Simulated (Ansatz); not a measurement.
# What DFT gives for Lu

```
Lu
1.0
     0.00000    2.25201    2.25201
     2.25201    0.00000    2.25201
     2.25201    2.25201    0.00000
Lu
1
Cartesian
  0.0000 0.0000 0.0000
```

Method: r2SCAN, no spin polarisation; PAW, plane waves to 500 eV, 10×10×10 Γ-centred mesh, methfessel-paxton occupations (width 0.0475 eV) (Ansatz 0.2.0), atoms fixed.

- Electronic structure: It is a metal, with about 1.2 states/eV a cell as the mean within 0.25 eV of the Fermi level, mostly Lu d (93 %).
- Stress: The pressure is 14.4 GPa (compression positive), so with the atoms held at these fractions the cell would first expand.
- Contacts: Lu–Lu at 3.18 Å: least valence density 0.16 e/Å³ and ELF 0.18 there. These are pseudo-fields; inside the PAW spheres they differ from the all-electron ones.

Origin: a known structure type with other elements, at an estimated volume, so it need not be a known compound.
